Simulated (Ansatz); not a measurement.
**HgSe (F-43m): from strained cells to moduli**

```
CELL_PARAMETERS angstrom
0.00000 3.06709 3.06709
3.06709 0.00000 3.06709
3.06709 3.06709 0.00000
ATOMIC_POSITIONS crystal
Hg 0.00000 0.00000 0.00000
Se 0.75000 0.75000 0.75000
```

The conventional cell has a = 6.134 Å, b = 6.134 Å, c = 6.134 Å, α = 90.00°, β = 90.00°, γ = 90.00°. Hg (atom 1) is surrounded by 4 Se at 2.66 Å. Se (atom 2) is surrounded by 4 Hg at 2.66 Å.

Computed, not measured; unless marked otherwise by PBEsol, all-electron LAPW in Ansatz 0.2.0, scalar-relativistic. k mesh 14×14×14, Fermi-Dirac smearing of 0.100 eV, basis error target 0.5 meV/atom. The cell was relaxed by PAW under this functional.

The cell is cubic and carries a residual pressure of -0.02 GPa at this level. Each strain component that symmetry leaves independent is applied at ±0.008, the ions relax wherever a strain frees them, and the stress (tension positive, GPa) is read. Shears are engineering strains, γ = 2ε.

```json
{"strain": "xx", "size": "-0.008", "σxx": "-0.4809", "σyy": "-0.3648", "σzz": "-0.3648", "σyz": "0.0000", "σxz": "0.0000", "σxy": "0.0000"}
{"strain": "xx", "size": "+0.008", "σxx": "0.5044", "σyy": "0.3789", "σzz": "0.3789", "σyz": "0.0000", "σxz": "0.0000", "σxy": "0.0000"}
{"strain": "yz", "size": "-0.008", "σxx": "0.0176", "σyy": "0.0185", "σzz": "0.0185", "σyz": "-0.1784", "σxz": "0.0000", "σxy": "0.0000"}
{"strain": "yz", "size": "+0.008", "σxx": "0.0176", "σyy": "0.0185", "σzz": "0.0185", "σyz": "0.1784", "σxz": "0.0000", "σxy": "0.0000"}
```

A central difference gives one constant, for example C11 ≈ (0.5044 − (-0.4809))/(0.016) = 61.6 GPa; the program then imposes the crystal's symmetry on the whole matrix.

(1) What are the independent elastic constants?

(2) Do they meet the Born conditions?

(3) What moduli does a random aggregate of grains have?

(4) With the density of 8.045 g/cm³, how fast does sound travel, and what Debye temperature follows?

(5) How far do the constants move if PAW replaces LAPW in the same cell?

Answers

(1) C11 = 61.6, C12 = 46.5, C44 = 22.3 GPa.

(2) C11 − C12 = 15.1, C11 + 2C12 = 154.5 and C44 = 22.3 GPa must all be positive, so the crystal is elastically stable; that says nothing yet of its phonons.

(3) B = (C11 + 2C12)/3 = 51.5 GPa. G_V = (C11 − C12 + 3C44)/5 = 16.4 and G_R = 5(C11 − C12)C44/(4C44 + 3(C11 − C12)) = 12.5, so G_H = 14.5 GPa. Then E = 9BG/(3B + G) = 39.7 GPa, ν = (3B − 2G)/(6B + 2G) = 0.372 and B/G = 3.56, on the ductile side of Pugh's 1.75 (a rule of thumb).

(4) 

| direction | slow (m/s) | middle (m/s) | fast (m/s) |
| --- | --- | --- | --- |
| [100] | 1665 | 1665 | 2767 |
| [110] | 969 | 1665 | 3080 |
| [111] | 1245 | 1245 | 3178 |

The mean of v⁻³ over directions and branches gives v_m = 1488 m/s and θ_D = (ħ/k_B) v_m (6π²n)^(1/3) = 144 K, n being atoms per volume. Young's modulus spans 22 to 58 GPa over directions, and the universal anisotropy index is 1.55.

(5) 

```json
{"constant": "C11", "LAPW (GPa)": "61.6", "PAW (GPa)": "61.4", "difference": "-0.2"}
{"constant": "C12", "LAPW (GPa)": "46.5", "PAW (GPa)": "46.4", "difference": "-0.1"}
{"constant": "C44", "LAPW (GPa)": "22.3", "PAW (GPa)": "22.3", "difference": "0.0"}
```

Keep in mind: the gap is so small that the run used smearing, and responses move with mesh and smearing; no spin-orbit coupling on heavy atoms; the frozen-core PAW files of the compared runs were fitted under PBE, their cores solved anew for this functional.
